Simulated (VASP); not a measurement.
**VASP 6.6.1 run: MgF2**

INCAR

```
PREC = Accurate
NELM = 120
ISIF = 2
NBANDS = 25
ENCUT = 520
EDIFF = 1E-7
IBRION = -1
ISYM = -1
GGA = PE
ISMEAR = -1
LWAVE = .FALSE.
LCHARG = .FALSE.
LREAL = .FALSE.
NSW = 0
LASPH = .TRUE.
SIGMA = 0.02
```

KPOINTS

```
KPOINTS created by Atomic Simulation Environment
0
Gamma
4 4 4
0 0 0
```

POSCAR

```
Mg F
 1.0000000000000000
     4.6220159945999999    0.0000000000000000    0.0000000000000000
     0.0000000000000000    4.6220159945999999    0.0000000000000000
     0.0000000000000000    0.0000000000000000    2.9547284068000002
 Mg  F
   2   4
Cartesian
 -0.0000000000000000  0.0000000000000000  0.0000000000000000
  2.3110079972999995  2.3110079972999995  1.4773642034000001
  1.3932947204990922  1.3932947204990922 -0.0000000000000000
  0.9177132768009076  3.7043027177990915  1.4773642034000001
  3.7043027177990915  0.9177132768009076  1.4773642034000001
  3.2287212741009075  3.2287212741009075 -0.0000000000000000
```

The recommended PBE PAW datasets give the neutral cell 32 valence electrons.

Command

```
mpirun -np 1 vasp_std
```

OSZICAR

```
N       E                     dE             d eps       ncg     rms          rms(c)
DAV:   1     0.165203645357E+03    0.16520E+03   -0.17908E+04  3392   0.120E+03
DAV:   2    -0.262034326981E+02   -0.19141E+03   -0.18545E+03  3914   0.289E+02
DAV:   3    -0.339307154962E+02   -0.77273E+01   -0.77059E+01  4002   0.557E+01
DAV:   4    -0.339702967547E+02   -0.39581E-01   -0.39577E-01  3586   0.456E+00
DAV:   5    -0.339704893944E+02   -0.19264E-03   -0.19264E-03  3986   0.311E-01    0.101E+01
DAV:   6    -0.313512622289E+02    0.26192E+01   -0.79826E+00  3554   0.205E+01    0.292E+00
DAV:   7    -0.313747391815E+02   -0.23477E-01   -0.94320E-02  3415   0.202E+00    0.189E+00
DAV:   8    -0.314061470299E+02   -0.31408E-01   -0.52237E-02  3313   0.221E+00    0.202E-01
DAV:   9    -0.314061761133E+02   -0.29083E-04   -0.96879E-04  4130   0.222E-01    0.811E-02
DAV:  10    -0.314066603401E+02   -0.48423E-03   -0.51482E-04  3326   0.157E-01    0.203E-02
DAV:  11    -0.314066589389E+02    0.14012E-05   -0.97188E-06  4119   0.266E-02    0.429E-03
DAV:  12    -0.314066593346E+02   -0.39577E-06   -0.10978E-06  3290   0.858E-03    0.934E-04
DAV:  13    -0.314066593374E+02   -0.27871E-08   -0.13998E-07  3069   0.305E-03
   1 F= -.31406659E+02 E0= -.31406659E+02  d E =-.867905E-11
```

From OUTCAR

```
k-points           NKPTS =     64   k-points in BZ     NKDIM =     64   number of bands    NBANDS=     25

   NELECT =      32.0000    total number of electrons

   dimension x,y,z NGX =    36 NGY =   36 NGZ =   24
   dimension x,y,z NGXF=    72 NGYF=   72 NGZF=   48

  energy-cutoff  :      520.00
  volume of cell :       63.12
      direct lattice vectors                 reciprocal lattice vectors
     4.622015995  0.000000000  0.000000000     0.216355807  0.000000000  0.000000000
     0.000000000  4.622015995  0.000000000     0.000000000  0.216355807  0.000000000
     0.000000000  0.000000000  2.954728407     0.000000000  0.000000000  0.338440581

 k-points in reciprocal lattice and weights: KPOINTS created by Atomic Simulation Env
   0.00000000  0.00000000  0.00000000       0.016
   0.25000000  0.00000000  0.00000000       0.016
   0.50000000  0.00000000  0.00000000       0.016
  -0.25000000  0.00000000  0.00000000       0.016
   0.00000000  0.25000000  0.00000000       0.016
   0.25000000  0.25000000  0.00000000       0.016
   0.50000000  0.25000000  0.00000000       0.016
  -0.25000000  0.25000000  0.00000000       0.016
   ...

 E-fermi :  -0.5847

 k-point     1 :       0.0000    0.0000    0.0000
  band No.  band energies     occupation
      1     -21.8948      2.00000
      2     -21.0623      2.00000
      3     -21.0623      2.00000
      4     -20.9354      2.00000
      5      -5.2665      2.00000
      6      -3.6769      2.00000
      7      -3.2745      2.00000
      8      -3.2745      2.00000
      9      -2.9316      2.00000
     10      -2.8348      2.00000
     11      -2.2139      2.00000
     12      -2.2139      2.00000
     13      -1.6994      2.00000
     14      -1.3717      2.00000
     15      -1.3717      2.00000
     16      -1.0085      2.00000
     17       6.3582      0.00000
     18      11.5421      0.00000
     19      11.5421      0.00000
     20      13.2500      0.00000
     21      13.6523      0.00000
     22      14.8777      0.00000
     23      14.8885      0.00000
     24      17.7924      0.00000
     25      17.7924      0.00000

 k-point     2 :       0.2500    0.0000    0.0000
  band No.  band energies     occupation
      1     -21.7929      2.00000
      2     -21.2290      2.00000
      3     -21.0316      2.00000
      4     -20.9169      2.00000
      5      -5.0360      2.00000
      6      -3.8203      2.00000
      7      -3.5455      2.00000
      8      -2.9581      2.00000
      9      -2.7493      2.00000
     10      -2.5729      2.00000
     11      -2.3108      2.00000
     12      -2.1408      2.00000
     13      -1.8951      2.00000
     14      -1.7769      2.00000
     15      -1.4099      2.00000
     16      -1.1653      2.00000
     17       7.1042      0.00000
     18      10.5523      0.00000
     19      11.9441      0.00000
     20      13.3478      0.00000
     21      14.1803      0.00000
     22      14.7787      0.00000
     23      15.3856      0.00000
     24      17.2811      0.00000
     25      17.7966      0.00000

 ...

  Total        2.4729868      2.4729870      4.4673531     -0.0000031      0.0000005     -0.0000000
  in kB       62.7699703     62.7699764    113.3914769     -0.0000790      0.0000137     -0.0000012
  external PRESSURE =      79.6438079 kB  Pullay stress =       0.0000000 kB

 POSITION                                       TOTAL-FORCE (eV/Angst)
 -----------------------------------------------------------------------------------
      0.00000      0.00000      0.00000        -0.000002     -0.000001      0.000000
      2.31101      2.31101      1.47736        -0.000002     -0.000001      0.000000
      1.39329      1.39329      0.00000        -0.023784     -0.023783     -0.000001
      0.91771      3.70430      1.47736         0.023781     -0.023782     -0.000000
      3.70430      0.91771      1.47736        -0.023780      0.023780      0.000001
      3.22872      3.22872      0.00000         0.023787      0.023787      0.000000
 -----------------------------------------------------------------------------------
    total drift:                                0.000011      0.000003     -0.000000

  FREE ENERGIE OF THE ION-ELECTRON SYSTEM (eV)
  ---------------------------------------------------
  free  energy   TOTEN  =       -31.4066593374 eV

  energy  without entropy=      -31.4066593374  energy(sigma->0) =      -31.40665934
```

It converged. Results: gap between bands v and c on the k mesh 7.37 eV; least direct gap on the k mesh 7.37 eV; pressure 8.0 GPa; largest force 0.03 eV/Å. Band v is the last that the valence electrons fill when counted band by band, and c is the next.

For comparison, a separate PBE run of the intended cell, on usual settings and not on those above, gives a gap of 7.37 eV on its mesh and a pressure of 8.0 GPa.

The run above took about 47 s on one core of a shared host (Intel Xeon Platinum 8488C) and held 0.23 GiB at most.
